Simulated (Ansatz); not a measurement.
Relaxed GeTe (alpha-GeTe type, space group R3m):

```
CELL_PARAMETERS angstrom
      2.11331     1.22012     3.63992
     -2.11331     1.22012     3.63992
      0.00000    -2.44024     3.63992
ATOMIC_POSITIONS crystal
  Ge 0.23423 0.23423 0.23423
  Te 0.76577 0.76577 0.76577
```

In this cell atom 1 (Ge, nearest neighbour Te at 2.852 Å; its periodic images, 4.2 Å or more away, move with it) is moved by s along Cartesian [110], unit vector (0.707, 0.707, 0.000); all other atoms and the cell stay fixed.

All values below come from PBE (plane waves to 420 eV, PAW, scalar-relativistic; Ansatz, an electronic-structure program). k mesh 8×8×8 (Γ-centred), Fermi-Dirac smearing 0.05 eV. Energies are smeared free energies. Compression counts positive. F⊥ is the part of the force across the line. GeTe was relaxed with its symmetry unable to fall. Spin-orbit coupling is left out, though Te is heavy. The zero of ΔE is the undisplaced structure.

```
s (Å)   ΔE (eV/cell)  |F⊥| (eV/Å)  P (GPa)
------  ------------  -----------  -------
-0.290        0.0615        0.397     1.16
-0.232        0.0374        0.265     0.75
-0.174        0.0203        0.151     0.43
-0.116        0.0089        0.062        …
-0.058        0.0022        0.006     0.05
0.000         0.0000        0.015     0.00
0.058         0.0024        0.007     0.05
0.116         0.0104        0.065        …
0.174         0.0252            …     0.48
0.232         0.0488        0.293     0.88
0.290         0.0834        0.455     1.40
```

Task: What belongs in the gaps?

Result: 
- -0.116, P (GPa): 0.19
- 0.116, P (GPa): 0.21
- 0.174, |F⊥| (eV/Å): 0.162

(For displaced atoms, the force is minus the slope of the energy, and its curvature is a force constant, which sets phonon frequencies.)
